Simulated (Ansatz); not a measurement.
Wires are cut from relaxed bulk MgO (Fm-3m, 9.36 Å³/atom, gap on the mesh 4.62 eV); atoms and period are relaxed, and energies count from that bulk.

Level of theory: Ansatz, DFT PBEsol, scalar-relativistic, plane waves, PAW.

Plane waves to 420 eV, a k mesh through Γ of 1×1×8 on the computed 16-atom cell and Gaussian smearing (0.05 eV); no spin polarisation.

Start ([001] wire, 16 host atoms a period):

```xyz
16
Lattice="15.3000 0.0000 0.0000 0.0000 13.5000 0.0000 0.0000 0.0000 4.2143" Properties=species:S:1:pos:R:3 pbc="T T T"
Mg    4.4893    6.7500    0.0000
Mg    8.7036    6.7500    0.0000
O     6.5964    6.7500    0.0000
O    10.8107    6.7500    0.0000
Mg    8.7036    4.6429    2.1071
Mg    8.7036    8.8571    2.1071
O     6.5964    4.6429    2.1071
O     6.5964    8.8571    2.1071
Mg    6.5964    6.7500    2.1071
Mg   10.8107    6.7500    2.1071
O     4.4893    6.7500    2.1071
O     8.7036    6.7500    2.1071
Mg    6.5964    4.6429    0.0000
Mg    6.5964    8.8571    0.0000
O     8.7036    4.6429    0.0000
O     8.7036    8.8571    0.0000
```

Problem. Give the relaxed structure and its energy.

Solution. The free energy falls by 263 meV/atom.

| Item | Value |
| --- | --- |
| excess energy (eV per host atom) | 0.546 |
| line energy (eV/Å) | 2.244 |
| period (Å) | 3.895 |
| gap on the mesh (eV) | 3.15 |
| highest filled level or Fermi level under vacuum (eV) | 5.40 |

Relaxed structure:
```yaml
crystal:
  lattice:
    - [15.30000, 0.00000, 0.00000]
    - [0.00000, 13.50000, 0.00000]
    - [0.00000, 0.00000, 3.89522]
  atoms:
    - { symbol: Mg, position: [0.22740, 0.50000, 0.00000] }
    - { symbol: Mg, position: [0.64379, 0.50000, 0.00000] }
    - { symbol: O, position: [0.35844, 0.50000, 0.00000] }
    - { symbol: O, position: [0.77750, 0.50000, 0.00000] }
    - { symbol: Mg, position: [0.56328, 0.37756, 0.50000] }
    - { symbol: Mg, position: [0.56328, 0.62244, 0.50000] }
    - { symbol: O, position: [0.43178, 0.37238, 0.50000] }
    - { symbol: O, position: [0.43178, 0.62762, 0.50000] }
    - { symbol: Mg, position: [0.35621, 0.50000, 0.50000] }
    - { symbol: Mg, position: [0.77260, 0.50000, 0.50000] }
    - { symbol: O, position: [0.22250, 0.50000, 0.50000] }
    - { symbol: O, position: [0.64156, 0.50000, 0.50000] }
    - { symbol: Mg, position: [0.43672, 0.37756, 0.00000] }
    - { symbol: Mg, position: [0.43672, 0.62244, 0.00000] }
    - { symbol: O, position: [0.56822, 0.37238, 0.00000] }
    - { symbol: O, position: [0.56822, 0.62762, 0.00000] }
```

Each run keeps its start's symmetry and one magnetic start, so lower states can exist.

The run took 3.4 min on 4 threads of AMD EPYC 7R43 64-Core Processor (Zen 3), with other jobs on the host, peak memory 1.7 GiB.